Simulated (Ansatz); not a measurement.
# AlAs (F-43m): phonons against volume

Which modes of AlAs drive its thermal expansion?

What experiment has found for this phase:
- heat capacity C_P per formula unit 45.8 J/mol/K and bulk modulus 77 GPa near room temperature (given in “High-Throughput Prediction of Finite-Temperature Properties using the Quasi-Harmonic Approximation”, 2016, arXiv:1603.06924)

Calculated with Ansatz 0.2.0; DFT LDA, scalar-relativistic, plane waves, PAW.

### 1. The starting structure

The structure is cubic, space group F-43m (No. 216). Conventional cell: a = 5.661 Å, b = 5.661 Å, c = 5.661 Å, α = 90.00°, β = 90.00°, γ = 90.00°. Al has 4 As at 2.45 Å nearest. Nearest to As lie 4 Al at 2.45 Å. Farther neighbours are not listed.

### 2. A first coarse run

Before spending time, one coarse run tells the gap and the pressure of the starting cell.

input.yaml

```yaml
crystal:
  lattice:
    - [0.0, 2.8304, 2.8304]
    - [2.8304, 0.0, 2.8304]
    - [2.8304, 2.8304, 0.0]
  atoms:
    - { symbol: Al, position: [0.0, 0.0, 0.0] }
    - { symbol: As, position: [0.25, 0.25, 0.25] }
kpoints:
  mp_grid: { grid: [6, 6, 6] }
hamiltonian:
  xc: lda
scf:
  occupations: { method: gaussian, width: 0.1 }
output:
  forces: true
  stress: true
  eigenvalues: true
```

Started as:

```console
ansatz run input.yaml --threads 4 --pin off --max-ram 16384MiB --backend cpu --events-out ev --progress --plain --runs-dir out
```

Numbers of over 12 decimals in the logs are rounded to 6 here.

What it wrote:

```text
Engine: ansatz 0.2.0, aarch64-unknown-linux-gnu
Pseudopotentials: kind: paw
Pseudopotential: Al, paw, valence charge 3, recommended cutoff 420 eV (normal), Al.paw.azcp
Pseudopotential: As, paw, valence charge 15, recommended cutoff 420 eV (normal), As.paw.azcp
Functional definition: SPW92
  exchange = slater_x
  correlation = pw_c
Crystal: 2 atoms, lattice volume = 45.350 Å³
Basis set: ecut = 420 eV, 893 PW (Γ)
Bands: 13, of which v1, the nominal top of the filled ones, is band 9 counted from 1 (8 counted from 0)
Symmetry: 24 space group operations
Space group: F-43m (ITA 216), of the structure as read, at distance tolerance 3.6e-5 Å
k-points: 16 of 216 (time reversal used)
Non-local potential: Al, projectors of the file, l = 0: 2, l = 1: 2, l = 2: 1
Non-local potential: As, projectors of the file, l = 0: 2, l = 1: 2, l = 2: 3, l = 3: 1
PAW form: soft (Blöchl's): semilocal exchange-correlation on the pseudo side does not see the compensation charge
PAW frozen core: Al, regenerated for the run's functional, and the local potential with it (the file was generated under x = pbe(κ = 0.804, μ = 0.219515), c = pbe(β = 0.066725))
PAW frozen core: As, regenerated for the run's functional, and the local potential with it (the file was generated under x = pbe(κ = 0.804, μ = 0.219515), c = pbe(β = 0.066725))
PAW one-centre angular grid: Al, 110 points (default); XC on 64 Gauss nodes
PAW one-centre angular grid: As, 590 points (default); XC on 64 Gauss nodes
Initial density: superposition of atomic densities (neutral atoms: chi_scale 0, normalization atom), corrected by the library's trained network
Initial wavefunctions: pseudopotential atomic-orbital guess
Functional: x = slater, c = lda
SCF iter   1: F=—  HF=-5287.476707 eV  |F-HF|=—  |Δ(HF+E_count)|=         —  Δρ=3.90e-3  dr2=3.54e-3  ethr=1.77e-3  ⟨swp⟩=5.2  Hψ=1214  notcnv=0
preconditioner: auto → none  [insulator: Δε(μ)=1.341 eV  Ē_g=9.854 eV  σ=0.100 eV  W_gap=1.00  n_scr=14 (ndim 8)  ℏωp=15.6 eV  f_vac=0.006  D(μ)=0.00/eV (n_scr^D=0)  ε∞_Penn≈3.5]
SCF iter   2: F=—  HF=-5287.475766 eV  |F-HF|=—  |Δ(HF+E_count)|=   9.40e-4  Δρ=1.93e-3  dr2=7.91e-4  ethr=1.97e-5  ⟨swp⟩=1.4  Hψ=353  notcnv=0
SCF iter   3: F=—  HF=-5287.475659 eV  |F-HF|=—  |Δ(HF+E_count)|=   1.07e-4  Δρ=1.35e-4  dr2=8.36e-6  ethr=4.39e-6  ⟨swp⟩=1.4  Hψ=244  notcnv=0
SCF iter   4: F=—  HF=-5287.475657 eV  |F-HF|=—  |Δ(HF+E_count)|=   2.70e-6  Δρ=1.42e-5  dr2=6.59e-8  ethr=4.64e-8  ⟨swp⟩=2.0  Hψ=349  notcnv=0
iter 5 did not close the SCF: its close was put off for the readings that it lacked (scf_convergence_deferred on its scf_iter line)
SCF iter   5: F=-5287.475656 eV  HF=-5287.475656 eV  |F-HF|=4.27e-8  |Δ(HF+E_count)|=   3.41e-7  Δρ=1.03e-5  dr2=2.54e-8  ethr=3.66e-10  ⟨swp⟩=2.0  Hψ=352  notcnv=0
SCF iter   6: F=-5287.475656 eV  HF=-5287.475656 eV  |F-HF|=9.48e-9  |Δ(HF+E_count)|=   1.51e-8  Δρ=2.96e-6  dr2=5.48e-9  ethr=1.41e-10  ⟨swp⟩=2.0  Hψ=711  notcnv=0
SCF 1 converged in 6 iterations: F = -5287.475656 eV  dr2 = 5.48e-9
  greatest PAW one-centre occupation: 0.999 electrons in one spin orbital (limit 2), on the As atom at site 1 (counted from 0), in its partial waves of l = 2
SCF converged after 6 iterations
Free energy (F): -5287.475656 eV
Harris-Foulkes:  -5287.475656 eV  (|F-HF|=9.48e-9)
Internal energy: -5287.475656 eV  (E = F + TS)
E sigma→0 (E₀):  -5287.475656 eV
Fermi energy:    6.799699 eV
--- Per-component energies (eV) ---
  E_band       = -272.305807
  E_kinetic    = 127.364220
  E_local      = -2122.671832  (includes V_loc(G=0)·N_el)
  E_nonlocal   = -654.139852
  E_hartree    = 1132.046475
  E_xc         = -118.396404
  E_vxc        = -109.058343  (∫ρ·V_xc dr)
  E_paw        = -2197.473157  (= ΣΔE_a)
  E_vpaw       = 222.103522  (= ΣTr[D̂ρ^β])
  E_aug_tail   = 0.000005  (compensation charges beyond the density's cutoff)
  E_ewald      = -1456.336059
  E_core_change = 2.130947  (= ΣΔE_core)
  E_smearing   = -0.000000  (= −TS)
  E_closure    = 0.000000  (closes the sum)
  Σ components = -5287.475656   (vs F -5287.475656, Δ=0.00e0)
--- Forces (eV/Å), atoms counted from 1 ---
  atom   1  Al     0.00000000    -0.00000000     0.00000000
  atom   2  As    -0.00000000    -0.00000000     0.00000000
  max |Σ_I F_I| component: 1.90e-16 eV/Å
--- Stress (GPa, compression-positive) ---
       -1.216580      -0.000000      -0.000000
       -0.000000      -1.216580       0.000000
       -0.000000       0.000000      -1.216580
  P = ⅓ Tr σ = -1.2166 GPa (-12.166 kbar)
--- Band table (eV; the first three rows and the last of 16) ---
  k-point 0: bands = [... 5 lower, -5.7833, 6.1267, 6.1267, 6.1267, 7.9732, 10.3891, 10.3891, 10.3891]
  k-point 1: bands = [... 5 lower, -5.5169, 3.9968, 5.8652, 5.8652, 8.8152, 10.8216, 10.8216, 11.2226]
  k-point 2: bands = [... 5 lower, -4.8444, 1.6115, 5.4673, 5.4673, 8.3690, 10.9571, 10.9571, 13.4799]
  k-point 15: bands = [... 5 lower, -3.8142, 0.9288, 3.1818, 3.4325, 9.2190, 10.1660, 13.1608, 13.8765]
```

Wall time 0.99 s (4 threads of Arm Neoverse V1, shared host); peak memory 0.28 GiB.

The column dr2 measures how far the density is from self-consistency, as an energy; F and HF (Harris–Foulkes) agree once it is small.

This step gave:

```
pressure          : -1.217 GPa
gap on the k-mesh : 1.346 eV
volume per atom   : 22.67 Å³
```

The start is under -1.2 GPa at this level and looks like an insulator or semiconductor on this mesh.

### 3. Relaxation

Phonons are second derivatives about a minimum, so cell and atoms are relaxed first, inside the symmetry of the start.

input.yaml, the sections that differ from step 2:

```yaml
kpoints:
  mp_grid: { grid: [8, 8, 8] }
scf:
  occupations: { method: gaussian, width: 0.02 }
output:
  forces: true
  stress: true
  eigenvalues: true
  write_density: true
  write_potential: true
  elf: true
  volumetric_format: npy
relax:
  adjacent_minimum: "off"
  f_tol: 0.005
  max_steps: 80
  cell: { stress_tol: 0.05 }
# crystal, hamiltonian: as in step 2
```

What it wrote:

```text
[...]
Crystal: 2 atoms, lattice volume = 45.350 Å³
Basis set: ecut = 420 eV, 893 PW (Γ)
Bands: 13, of which v1, the nominal top of the filled ones, is band 9 counted from 1 (8 counted from 0)
Symmetry: 24 space group operations
[...]
k-points: 29 of 512 (time reversal used)
[...]
SCF iter   1: F=—  HF=-5287.488110 eV  |F-HF|=—  |Δ(HF+E_count)|=         —  Δρ=4.01e-3  dr2=4.03e-3  ethr=1.77e-3  ⟨swp⟩=6.0  Hψ=2368  notcnv=0
[...]
SCF iter   6: F=-5287.487017 eV  HF=-5287.487017 eV  |F-HF|=3.33e-10  |Δ(HF+E_count)|=   3.83e-8  Δρ=2.73e-6  dr2=1.70e-9  ethr=1.67e-10  ⟨swp⟩=5.1  Hψ=2017  notcnv=0
SCF 1 converged in 6 iterations: F = -5287.487017 eV  dr2 = 1.70e-9
[...]
relax step   1: F+E_penalty+E_count = -5287.48701721 eV  Δ(F+E_penalty+E_count) = +0.000e0 eV  max|allowed force component| = 8.847e-17 eV/Å  Δτ_max = 0.0000 Å  P = -1.229 GPa  Ω = 45.350 Å³  (6 SCF iters, dr2 threshold 1.00e-7 eV, accepted)
Crystal: 2 atoms, lattice volume = 44.691 Å³
[...]
iter 1 solved again at ethr=2.09e-6 eV; its pass at ethr=3.10e-3 eV (dr2=3.76e-4 eV) is discarded
[...]
SCF iter   4: F=-5287.490044 eV  HF=-5287.490044 eV  |F-HF|=4.07e-8  |Δ(HF+E_count)|=   1.77e-6  Δρ=2.22e-5  dr2=1.36e-7  ethr=1.11e-9  ⟨swp⟩=6.2  Hψ=2239  notcnv=0
SCF 2 converged in 4 iterations: F = -5287.490044 eV  dr2 = 1.36e-7
relax step   2: F+E_penalty+E_count = -5287.49004406 eV  Δ(F+E_penalty+E_count) = -3.027e-3 eV  max|allowed force component| = 3.444e-17 eV/Å  Δτ_max = 0.0000 Å  P = -0.163 GPa  Ω = 44.691 Å³  energy of the carried Pulay correction = +1.368e-4 eV  (4 SCF iters, dr2 threshold 2.00e-7 eV, accepted)
Crystal: 2 atoms, lattice volume = 44.592 Å³
[...]
SCF iter   4: F=-5287.490114 eV  HF=-5287.490114 eV  |F-HF|=8.12e-10  |Δ(HF+E_count)|=   5.49e-8  Δρ=3.66e-6  dr2=3.58e-9  ethr=3.69e-10  ⟨swp⟩=7.2  Hψ=2064  notcnv=0
SCF 3 converged in 4 iterations: F = -5287.490114 eV  dr2 = 3.58e-9
relax step   3: F+E_penalty+E_count = -5287.49011388 eV  Δ(F+E_penalty+E_count) = -6.982e-5 eV  max|allowed force component| = 1.941e-17 eV/Å  Δτ_max = 0.0000 Å  P = +0.004 GPa  Ω = 44.592 Å³  energy of the carried Pulay correction = +1.575e-4 eV  (4 SCF iters, dr2 threshold 6.64e-8 eV, accepted)
[...]
SCF iter   5: F=-5287.489962 eV  HF=-5287.489962 eV  |F-HF|=9.09e-13  |Δ(HF+E_count)|=  3.09e-11  Δρ=4.78e-8  dr2=3.56e-13  ethr=1.00e-12  ⟨swp⟩=5.0  Hψ=1360  notcnv=0
SCF 4 converged in 5 iterations: F = -5287.489962 eV  dr2 = 3.56e-13
relax step   4: F+E_penalty+E_count = -5287.48996166 eV  Δ(F+E_penalty+E_count) = +1.522e-4 eV  max|allowed force component| = 1.070e-17 eV/Å  Δτ_max = 0.0000 Å  P = -0.000 GPa  Ω = 44.592 Å³  stress off target by 6.12e-5 GPa  SCF on the basis re-selected at this cell (its energy is not comparable with the rows above)  (5 SCF iters)
basis re-selected at this cell: Δ(F+E_penalty+E_count) = +1.522e-4 eV, ΔP = -0.005 GPa vs the last step (what re-selecting the basis moved, of the pressure what is left beyond the Pulay correction that the steps carried, after the strain that the cell walked since its last selection, with what the two solves' SCF thresholds leave and, on support functions, any second-order correction that the steps lacked; it is no m [...]
SCF converged after 5 iterations
Free energy (F): -5287.489962 eV
[...]
Internal energy: -5287.489962 eV  (E = F + TS)
E sigma→0 (E₀):  -5287.489962 eV
Fermi energy:    6.967843 eV
[...]
--- Stress (GPa, compression-positive) ---
       -0.000061      -0.000000      -0.000000
       -0.000000      -0.000061       0.000000
       -0.000000       0.000000      -0.000061
  P = ⅓ Tr σ = -0.0001 GPa (-0.001 kbar)
--- Band table (eV; the first three rows and the last of 29) ---
  k-point 0: bands = [... 5 lower, -5.6979, 6.3061, 6.3061, 6.3061, 8.2878, 10.6025, 10.6025, 10.6025]
  k-point 1: bands = [... 5 lower, -5.5427, 4.8471, 6.1435, 6.1435, 9.0571, 10.8867, 10.8867, 10.9905]
  k-point 2: bands = [... 5 lower, -5.1118, 2.8633, 5.8231, 5.8231, 8.8724, 11.2230, 11.2230, 12.7303]
  k-point 28: bands = [... 5 lower, -3.6656, 1.1726, 3.0531, 3.4215, 10.5672, 11.9653, 11.9919, 12.3132]
--- Relaxed structure (3 steps of the walk, 3 accepted, 1 SCFs on fresh bases) ---
  F+E_penalty+E_count = -5287.48996166 eV   max|allowed force component| = 1.070e-17 eV/Å   (the final SCF, on the basis selected at the relaxed cell)
  cell:  # Å, volume = 44.5917 Å³
    - [0, 2.814544, 2.814544]
    - [2.814544, 0, 2.814544]
    - [2.814544, 2.814544, 0]
  atoms:
    - { symbol: Al, position: [0, 0, 0] }
    - { symbol: As, position: [0.250000, 0.250000, 0.250000] }
```

It took 2.5 s on 4 threads; peak memory 0.33 GiB.

The steps of the relaxation:

```
step  energy less that of the first step (eV)  largest force component (eV/Å)  pressure (GPa)  volume (Å³)
   1                                   0.0000                          0.0000           -1.23        45.35
   2                                  -0.0030                          0.0000           -0.16        44.69
   3                                  -0.0031                          0.0000            0.00        44.59
  4*                                  -0.0029                          0.0000            0.00        44.59
```

Relaxation steps marked * repeat the geometry before them on a plane-wave basis chosen anew for their cell, so energy and pressure can jump there.

The run keeps the 24 symmetry operations that it works with, so distortions that break them were not tested.

```csv
"conventional cell, symmetrised",before,after,change
a (Å),5.661,5.629,-0.6 %
b (Å),5.661,5.629,-0.6 %
c (Å),5.661,5.629,-0.6 %
volume (Å³/atom),22.67,22.30,-1.7 %
```

Final coordinates:

```
Al As
1.0
     0.00000    2.81454    2.81454
     2.81454    0.00000    2.81454
     2.81454    2.81454    0.00000
Al As
1 1
Direct
  0.00000 0.00000 0.00000
  0.25000 0.25000 0.25000
```

Numbers from this step:

| Property | Result |
| --- | --- |
| pressure | -6.12e-5 GPa |
| gap on the k-mesh | 1.323 eV |
| volume per atom | 22.30 Å³ |

ELF in the ac plane of a cell with a along [110], b along [-110] and c along [001] of the cube at fractional y = 0.000, with atoms of Al and As within 0.2 Å of it. It is the smooth field of the valence electrons, not physical close to the nuclei.

Ten even steps from '_' (0.02) to '@' (0.89), each cell a mean:
```
__::%%@@%%####%%@@++____::%%@@%%####%%@@++__
::##@@@@##**##%%@@@@==::##@@@@##**##%%@@@@==
==%%@@%%++--==##@@@@**==%%@@%%++--==##@@@@**
--**####--..::++####==--**####--..::++####==
..--****++----****++::..--****++----****++::
__..==**********++--____..==**********++--__
____::++**####**--..______::++**####**--..__
______::==++++--..__________::==++++--..____
________..::..________________..::..________
____________________________________________
....______________........______________....
----::__________..::------::__________..::--
----::..______..::--------::..______..::----
__..::--::..::::--..____..::--::..::::--..__
..__==**++++++**++..__..__==**++++++**++..__
```
Columns run along a (8.0 Å), rows up along c (5.6 Å), edges of the conventional cell, whose origin can differ from the input's. Atoms in or near the plane, at fractional coordinates: Al at (0.50, 0.00), Al at (0.00, 0.00), As at (0.75, 0.75), As at (0.25, 0.75).

Valence density in the ac plane of a cell with a along [110], b along [-110] and c along [001] of the cube at fractional y = 0.000, with atoms of Al and As within 0.2 Å of it. It is the smooth field of the valence electrons, not physical close to the nuclei.

Ten steps, logarithmic in the rise over the least value, from '0' (0 e/Å³) to '9' (27 e/Å³), each cell a mean:
```
0011111111000111111110
0112343221101123432211
0113587421101135874211
0113799521001137995210
0012687410000126874100
0001343210000013432100
0000111100000001111000
0000000000000000000000
0000000000000000000000
0000000000000000000000
0000000000000000000000
0000000000000000000000
0000000000000000000000
0000000000000000000000
0000000010000000000100
```
Columns run along a (8.0 Å), rows up along c (5.6 Å), edges of the conventional cell, whose origin can differ from the input's. Atoms in or near the plane, at fractional coordinates: Al at (0.50, 0.00), Al at (0.00, 0.00), As at (0.75, 0.75), As at (0.25, 0.75).

Electrostatic potential energy in the ac plane of a cell with a along [110], b along [-110] and c along [001] of the cube at fractional y = 0.000, with atoms of Al and As within 0.2 Å of it. With pseudopotentials it is smooth inside the atoms' cores, unlike the true potential.

Ten even steps from '_' (-11 eV) to '@' (11 eV), each cell a mean:
```
==__::**##****##==__::==__::**##****##==__::
__..====......--++::____..====......--++::__
==++**..--%%**__==**++==++**..--%%**__==**++
%%%%**__##@@@@::--##%%%%%%**__##@@@@::--##%%
@@@@##..--%%**__++%%@@@@@@##..--%%**__++%%@@
@@@@%%++......--##@@@@@@@@%%++......--##@@@@
@@@@@@%%##++**##@@@@@@@@@@@@%%##++**##@@@@@@
@@@@@@@@@@%%@@@@@@@@@@@@@@@@@@@@%%@@@@@@@@@@
@@@@@@@@@@@@@@@@@@@@@@@@@@@@@@@@@@@@@@@@@@@@
@@@@@@@@@@@@@@@@@@@@@@@@@@@@@@@@@@@@@@@@@@@@
@@@@@@@@@@@@@@@@@@@@@@@@@@@@@@@@@@@@@@@@@@@@
####%%@@@@@@@@@@%%%%######%%@@@@@@@@@@%%%%##
..--**%%@@@@@@%%##++::..--**%%@@@@@@%%##++::
..__--##@@@@@@%%++____..__--##@@@@@@%%++____
++....**%%@@%%##==__==++....**%%@@%%##==__==
```
Columns run along a (8.0 Å; values clipped at the 3rd and 97th percentile), rows up along c (5.6 Å), edges of the conventional cell, whose origin can differ from the input's. Atoms in or near the plane, at fractional coordinates: Al at (0.50, 0.00), Al at (0.00, 0.00), As at (0.75, 0.75), As at (0.25, 0.75).

The relaxation ends with a pressure of 0.00 GPa.

(Part 1 of 4 ends here.)

[Logs are printed without paths, hosts, clocks, repeated set-up lines and the standing remarks that a program may print on its own settings, such as how far it seeks lower states.]

[Hosts, paths, dates, database ids (printed as entryN), source tags and the programs' standing remarks are cut or masked in the printed files.]

[A step with changed settings may run another functional than the one named; its input shows which.]

[Of the runs on displaced cells, only some may be shown.]
